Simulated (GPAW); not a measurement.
Runs of GPAW 26.7.0 on Fe. It takes space group Im-3m (No. 229, cubic). Conventional cell: a = 2.886 Å, b = 2.886 Å, c = 2.886 Å, α = 90.00°, β = 90.00°, γ = 90.00°. Around Fe (site symmetry m-3m) lie 8 Fe at 2.50 Å. 

```csv
task,level,potentials or basis,U,cell,k mesh,smearing,band path,band points,optimizer,fmax,max steps,gap on the mesh (eV),pressure (GPa),moment (μB),relaxed volume (Å³/atom)
band structure,vdW-DF,"GPAW PAW data sets (gpaw-data 1.2.1), pw",-,as given,10 × 10 × 10,fermi-dirac 0.05 eV,"GHNGPH,PN",60,-,-,-,-,-,2.17,-
single point,PBE,"GPAW PAW data sets (gpaw-data 1.2.1), pw",-,as given,13 × 13 × 13,gaussian 0.024 eV,-,-,-,-,-,none,-7.9,(a),-
relaxation of cell and atoms,PBE+D3(BJ),"GPAW PAW data sets (gpaw-data 1.2.1), pw",-,relaxed,13 × 13 × 13,fermi-dirac 0.05 eV,-,-,BFGS,0.01 eV/Å,40,none,-0.1,2.09,11.15
band structure,PBEsol+U,"PAW data sets generated in the run's folder for this functional, pw",Fe d U = 1 eV,as given,13 × 13 × 13,fermi-dirac 0.05 eV,"GHNGPH,PN",60,-,-,-,-,(b),2.65,-
relaxation of cell and atoms,PBEsol,"PAW data sets generated in the run's folder for this functional, pw",-,relaxed,13 × 13 × 13,fermi-dirac 0.05 eV,-,-,BFGS,0.01 eV/Å,40,none,0.0,2.07,10.94
```

Alike in all rows: spin collinear, ferromagnetic start; cutoff (eV) 600.

Q: Fill in the values left out.

A: (a) 2.25; (b) -5.7.

Caveats: each step starts from the last one's moments, so a moment once lost doesn't come back (some runs); later steps reuse the first step's grids (some runs); the PAW data sets were made with another functional, which shifts forces and pressure a little (some runs); pairwise dispersion overbinds metals, which lowers pressure and volume (some runs); the U is typed as a test and isn't derived for this compound (some runs).

A k mesh can miss the band edges.

A gap of «none» marks a metal or a gap under the smearing width.

Not every run made on this cell is shown here.
